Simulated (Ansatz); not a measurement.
# SiC (Moissanite) (P6_3mc) in Ansatz: further runs

One crystal, SiC (Moissanite), is run at these levels: PBE; tasks: single point, equation of state.

Everything below comes from runs of Ansatz 0.2.0. Logs are shortened: lines on timing, memory, paths and dates and some standing lists are left out, and cuts for length are marked.

### 1 The structure

It takes space group P6_3mc (No. 186, hexagonal). The conventional cell has a = 3.076 Å, b = 3.076 Å, c = 5.048 Å, α = 90.00°, β = 90.00°, γ = 120.00°. Si (site symmetry 3m) is surrounded by 4 C at 1.87 to 1.94 Å. C (site symmetry 3m) is surrounded by 4 Si at 1.87 to 1.94 Å.

### 2 Single point, PBE, 9.72 Å³/atom (volume scaled by 0.94)

input.yaml reads:

```yaml
crystal:
  lattice:
    - [3.0132068704, 0.0, 0.0]
    - [-1.5066034352, 2.6095136966, 0.0]
    - [0.0, 0.0, 4.9449506768]
  atoms:
    - { symbol: Si, position: [0.6666666667, 0.3333333333, 0.5] }
    - { symbol: Si, position: [0.3333333333, 0.6666666667, 0.0] }
    - { symbol: C, position: [0.6666666667, 0.3333333333, 0.885] }
    - { symbol: C, position: [0.3333333333, 0.6666666667, 0.385] }
hamiltonian:
  xc: pbe
  pseudopotentials: { kind: paw }
kpoints:
  mp_grid: { grid: [10, 10, 5] }
scf:
  occupations: { method: fermi_dirac, width: 0.05 }
output:
  forces: true
  stress: true
  eigenvalues: true
```

Potentials or basis: Ansatz PAW.

The run is started by

```sh
$ ansatz run input.yaml --threads 2 --pin off --max-ram 5120MiB --backend cpu --events-out ev --progress --plain --runs-dir out
```

Log:

```text
Warning: RAYON_NUM_THREADS=2 ignored (pool sized by the plan → 2); use --threads N
Engine: ansatz 0.2.0, aarch64-unknown-linux-gnu
Pseudopotentials: kind: paw
Pseudopotential: Si, paw, valence charge 4, recommended cutoff 420 eV (normal), Si.paw.azcp
Pseudopotential: C, paw, valence charge 4, recommended cutoff 420 eV (normal), C.paw.azcp
Functional definition: PBE
  parameter kappa = 0.804
  parameter beta = 0.06672455060314922
  exchange = pbe_x(kappa = kappa, mu = beta*pi^2/3)
  correlation = pbe_c(beta = beta)
Crystal: 4 atoms, lattice volume = 38.882 Å³
Basis set: ecut = 420 eV, 749 PW (Γ), exchange–correlation on 48×48×72 points (8 copies of the dense FFT grid, shifted against one another)
Bands: 12, of which v1, the nominal top of the filled ones, is band 8 counted from 1 (7 counted from 0)
Symmetry: 12 space group operations
Space group: P63mc (ITA 186), of the structure as read, at distance tolerance 3.4e-5 Å
k-points: 42 of 500 (time reversal used)
Non-local potential: Si, projectors of the file, l = 0: 2, l = 1: 2, l = 2: 2
Non-local potential: C, projectors of the file, l = 0: 2, l = 1: 2, l = 2: 1
PAW form: soft (Blöchl's): semilocal exchange-correlation on the pseudo side does not see the compensation charge
PAW one-centre angular grid: Si, 110 points (default); XC on 64 Gauss nodes
PAW one-centre angular grid: C, 110 points (default); XC on 64 Gauss nodes
Initial density: superposition of atomic densities (neutral atoms: chi_scale 0, normalization atom), corrected by the library's trained network
Initial wavefunctions: pseudopotential atomic-orbital guess
Functional: x = pbe(κ = 0.804, μ = 0.2195149727645171), c = pbe(β = 0.06672455060314922)
SCF iter   1: F=—  HF=-1774.091729 eV  |F-HF|=—  |Δ(HF+E_count)|=         —  Δρ=2.14e-3  dr2=1.69e-3  ethr=1.77e-3  ⟨swp⟩=5.2  Hψ=3315  notcnv=0
preconditioner: auto → none  [insulator: Δε(μ)=2.357 eV  Ē_g=12.357 eV  σ=0.050 eV  W_gap=1.00  n_scr=2 (ndim 8)  ℏωp=23.8 eV  f_vac=0.000  D(μ)=0.00/eV (n_scr^D=0)  ε∞_Penn≈4.7]
SCF iter   2: F=—  HF=-1774.091883 eV  |F-HF|=—  |Δ(HF+E_count)|=   1.53e-4  Δρ=8.05e-4  dr2=1.18e-4  ethr=1.05e-5  ⟨swp⟩=2.4  Hψ=1184  notcnv=0
SCF iter   3: F=—  HF=-1774.091938 eV  |F-HF|=—  |Δ(HF+E_count)|=   5.53e-5  Δρ=3.67e-4  dr2=2.04e-5  ethr=7.36e-7  ⟨swp⟩=2.3  Hψ=821  notcnv=0
SCF iter   4: F=—  HF=-1774.091926 eV  |F-HF|=—  |Δ(HF+E_count)|=   1.22e-5  Δρ=1.30e-4  dr2=2.78e-6  ethr=1.27e-7  ⟨swp⟩=2.7  Hψ=835  notcnv=0
iter 5 did not close the SCF: its close was put off for the readings that it lacked (scf_convergence_deferred on its scf_iter line)
SCF iter   5: F=-1774.091930 eV  HF=-1774.091930 eV  |F-HF|=9.60e-8  |Δ(HF+E_count)|=   4.02e-6  Δρ=2.30e-5  dr2=9.44e-8  ethr=1.74e-8  ⟨swp⟩=2.5  Hψ=805  notcnv=0
SCF iter   6: F=-1774.091930 eV  HF=-1774.091930 eV  |F-HF|=5.70e-10  |Δ(HF+E_count)|=   1.09e-7  Δρ=2.53e-6  dr2=1.26e-9  ethr=5.90e-10  ⟨swp⟩=2.7  Hψ=1941  notcnv=0
SCF 1 converged in 6 iterations: F = -1774.091930 eV  dr2 = 1.26e-9
SCF converged after 6 iterations
Free energy (F): -1774.091930 eV
Harris-Foulkes:  -1774.091930 eV  (|F-HF|=5.70e-10)
Internal energy: -1774.091930 eV  (E = F + TS)
E sigma→0 (E₀):  -1774.091930 eV
Fermi energy:    11.739989 eV
--- Per-component energies (eV) ---
  E_band       = 67.627334
  E_kinetic    = 278.687515
  E_local      = -203.603693  (includes V_loc(G=0)·N_el)
  E_nonlocal   = 105.404166
  E_hartree    = 64.027468
  E_xc         = -213.413352
  E_vxc        = -221.865268  (∫ρ·V_xc dr)
  E_paw        = -1224.774559  (= ΣΔE_a)
  E_vpaw       = -19.050653  (= ΣTr[D̂ρ^β])
  E_aug_tail   = 0.000029  (compensation charges beyond the density's cutoff)
  E_ewald      = -580.419505
  E_smearing   = -0.000000  (= −TS)
  E_closure    = -0.000000  (closes the sum)
  Σ components = -1774.091930   (vs F -1774.091930, Δ=0.00e0)
--- Forces (eV/Å), atoms counted from 1 ---
  atom   1  Si    -0.00000000     0.00000000     0.85535542
  atom   2  Si    -0.00000000    -0.00000000     0.85535542
  atom   3  C      0.00000000     0.00000000    -0.85536574
  atom   4  C     -0.00000000    -0.00000000    -0.85536574
  max |Σ_I F_I| component: 2.06e-5 eV/Å
--- Stress (GPa, compression-positive) ---
       22.110612      -0.000000       0.000000
        0.000000      22.110612      -0.000000
        0.000000       0.000000      14.375678
  P = ⅓ Tr σ = 19.5323 GPa (195.323 kbar)
--- Band table (eV; the first three rows and the last of 42) ---
  k-point 0: bands = ["-5.6404", "-1.8970", "1.5186", "9.0013", "9.0013", "10.3132", "10.3132", "10.5856", "15.7537", "17.2361", "17.4644", "17.4644"]
  k-point 1: bands = ["-5.4361", "-2.6653", "2.6203", "9.1108", "9.1108", "9.4998", "10.1699", "10.1699", "15.9353", "17.5168", "17.5168", "17.9624"]
  k-point 2: bands = ["-4.8321", "-3.8648", "4.7883", "7.2384", "9.4117", "9.4117", "9.8149", "9.8149", "16.4651", "17.2820", "17.8161", "17.8161"]
  k-point 41: bands = ["-0.8914", "-0.5190", "2.4461", "2.7796", "4.2819", "5.0941", "8.3047", "8.7650", "15.4295", "15.7278", "16.5063", "17.6611"]
```

It took 0.94 s on 2 threads of Arm Neoverse V2, shared host; peak memory 0.3 GiB.

What came out:

| Item | Value |
| --- | --- |
| Free energy | -1774.0919 eV |
| Pressure | 19.5 GPa |
| Largest force | 0.855 eV/Å |
| Band gap on the k mesh | 2.38 eV, indirect (least direct gap 4.21 eV) |

Caveat: odd divisions of the mesh miss points on the zone boundary, where band edges often lie, so the gap on the mesh can be too wide.

### 3 Single point, PBE, 9.93 Å³/atom (volume scaled by 0.96)

Edit input.yaml of step 2 so:

```diff
@@ -2,5 +2,5 @@
   lattice:
-    - [3.0132068704, 0.0, 0.0]
-    - [-1.5066034352, 2.6095136966, 0.0]
-    - [0.0, 0.0, 4.9449506768]
+    - [3.0344273363, 0.0, 0.0]
+    - [-1.5172136681, 2.6278911591, 0.0]
+    - [0.0, 0.0, 4.9797754205]
   atoms:
```

Potentials or basis: Ansatz PAW.

The run is started by

```sh
$ ansatz run input.yaml --threads 2 --pin off --max-ram 5120MiB --backend cpu --events-out ev --progress --plain --runs-dir out
```

Run time: 0.95 s. Hardware: 2 threads of Arm Neoverse V2, shared host; peak memory 0.3 GiB.

It converged, with:

```
Free energy            : -1774.1776 eV
Pressure               : 13.7 GPa
Largest force          : 0.819 eV/Å
Band gap on the k mesh : 2.41 eV, indirect (least direct gap 4.16 eV)
```

Caveat: odd divisions of the mesh miss points on the zone boundary, where band edges often lie, so the gap on the mesh can be too wide.

### 4 Single point, PBE, 10.13 Å³/atom (volume scaled by 0.98)

Edit input.yaml of step 3 so:

```diff
@@ -2,5 +2,5 @@
   lattice:
-    - [3.0344273363, 0.0, 0.0]
-    - [-1.5172136681, 2.6278911591, 0.0]
-    - [0.0, 0.0, 4.9797754205]
+    - [3.0553550827, 0.0, 0.0]
+    - [-1.5276775413, 2.6460151191, 0.0]
+    - [0.0, 0.0, 5.0141197845]
   atoms:
```

The run is started by

```sh
$ ansatz run input.yaml --threads 2 --pin off --max-ram 5120MiB --backend cpu --events-out ev --progress --plain --runs-dir out
```

Wall time 0.95 s (2 threads of Arm Neoverse V2, shared host); peak memory 0.3 GiB.

The run converged. Its results:

```yaml
Free_energy: -1774.2347 eV
Pressure: 8.5 GPa
Largest_force: 0.785 eV/Å
Band_gap_on_the_k_mesh: 2.45 eV, indirect (least direct gap 4.12 eV)
```

Caveat: odd divisions of the mesh miss points on the zone boundary, where band edges often lie, so the gap on the mesh can be too wide.

### 5 Single point, PBE, 10.34 Å³/atom

Edit input.yaml of step 4 so:

```diff
@@ -2,5 +2,5 @@
   lattice:
-    - [3.0553550827, 0.0, 0.0]
-    - [-1.5276775413, 2.6460151191, 0.0]
-    - [0.0, 0.0, 5.0141197845]
+    - [3.076, 0.0, 0.0]
+    - [-1.538, 2.663894142, 0.0]
+    - [0.0, 0.0, 5.048]
   atoms:
@@ -21 +21,5 @@
   eigenvalues: true
+  write_density: true
+  write_potential: true
+  elf: true
+  volumetric_format: npy
```

The run is started by

```sh
$ ansatz run input.yaml --threads 2 --pin off --max-ram 5120MiB --backend cpu --events-out ev --progress --plain --runs-dir out
```

Wall time 1.3 s (2 threads of Arm Neoverse V2, shared host); peak memory 0.31 GiB.

Results (log left out):

```
Free energy            : -1774.2659 eV
Pressure               : 3.7 GPa
Largest force          : 0.753 eV/Å
Band gap on the k mesh : 2.48 eV, indirect (least direct gap 4.08 eV)
```

Caveat: odd divisions of the mesh miss points on the zone boundary, where band edges often lie, so the gap on the mesh can be too wide.

### 6 Single point, PBE, 10.55 Å³/atom (volume scaled by 1.02)

Edit input.yaml of step 5 so:

```diff
@@ -2,5 +2,5 @@
   lattice:
-    - [3.076, 0.0, 0.0]
-    - [-1.538, 2.663894142, 0.0]
-    - [0.0, 0.0, 5.048]
+    - [3.0963714546, 0.0, 0.0]
+    - [-1.5481857273, 2.6815363392, 0.0]
+    - [0.0, 0.0, 5.0814314379]
   atoms:
@@ -21,5 +21 @@
   eigenvalues: true
-  write_density: true
-  write_potential: true
-  elf: true
-  volumetric_format: npy
```

Potentials or basis: Ansatz PAW.

The run is started by

```sh
$ ansatz run input.yaml --threads 2 --pin off --max-ram 5120MiB --backend cpu --events-out ev --progress --plain --runs-dir out
```

It took 0.96 s on 2 threads of Arm Neoverse V2, shared host; peak memory 0.3 GiB.

It converged, with:

| Item | Value |
| --- | --- |
| Free energy | -1774.2736 eV |
| Pressure | -0.6 GPa |
| Largest force | 0.722 eV/Å |
| Band gap on the k mesh | 2.51 eV, indirect (least direct gap 4.04 eV) |

Caveat: odd divisions of the mesh miss points on the zone boundary, where band edges often lie, so the gap on the mesh can be too wide.

### 7 Single point, PBE, 10.75 Å³/atom (volume scaled by 1.04)

Edit input.yaml of step 6 so:

```diff
@@ -2,5 +2,5 @@
   lattice:
-    - [3.0963714546, 0.0, 0.0]
-    - [-1.5481857273, 2.6815363392, 0.0]
-    - [0.0, 0.0, 5.0814314379]
+    - [3.1164783262, 0.0, 0.0]
+    - [-1.5582391631, 2.6989494007, 0.0]
+    - [0.0, 0.0, 5.1144286705]
   atoms:
```

The run is started by

```sh
$ ansatz run input.yaml --threads 2 --pin off --max-ram 5120MiB --backend cpu --events-out ev --progress --plain --runs-dir out
```

Run time: 0.94 s. Hardware: 2 threads of Arm Neoverse V2, shared host; peak memory 0.3 GiB.

It converged, with:

```yaml
Free_energy: -1774.2600 eV
Pressure: -4.6 GPa
Largest_force: 0.693 eV/Å
Band_gap_on_the_k_mesh: 2.52 eV, indirect (least direct gap 4.00 eV)
```

Caveat: odd divisions of the mesh miss points on the zone boundary, where band edges often lie, so the gap on the mesh can be too wide.

### 8 Single point, PBE, 10.96 Å³/atom (volume scaled by 1.06)

Edit input.yaml of step 7 so:

```diff
@@ -2,5 +2,5 @@
   lattice:
-    - [3.1164783262, 0.0, 0.0]
-    - [-1.5582391631, 2.6989494007, 0.0]
-    - [0.0, 0.0, 5.1144286705]
+    - [3.1363290418, 0.0, 0.0]
+    - [-1.5681645209, 2.7161406248, 0.0]
+    - [0.0, 0.0, 5.1470055276]
   atoms:
```

The run is started by

```sh
$ ansatz run input.yaml --threads 2 --pin off --max-ram 5120MiB --backend cpu --events-out ev --progress --plain --runs-dir out
```

Run time: 0.95 s. Hardware: 2 threads of Arm Neoverse V2, shared host; peak memory 0.31 GiB.

Results (log left out):

* Free energy: -1774.2271 eV
* Pressure: -8.1 GPa
* Largest force: 0.665 eV/Å
* Band gap on the k mesh: 2.49 eV, indirect (least direct gap 3.96 eV)

Caveat: odd divisions of the mesh miss points on the zone boundary, where band edges often lie, so the gap on the mesh can be too wide.

### 9 Equation of state, PBE

Potentials or basis: Ansatz PAW.

No new run: the results of the series are fitted here.

What came out:

```
Equilibrium volume                        : 10.52 Å³/atom
Bulk modulus at fixed shape and positions : 213 GPa
Pressure derivative of the bulk modulus   : 3.9
```

Energy against volume, from the lowest point:
```tsv
volume (Å³/atom)	energy (meV/atom)
9.721	45.42
9.927	24.00
10.134	9.74
10.341	1.92
10.548	0.00
10.755	3.39
10.961	11.63
```

Caveat: the cell was scaled at fixed shape and fractional positions, which overstates the stiffness of a crystal with free parameters, most of all of layers and chains.
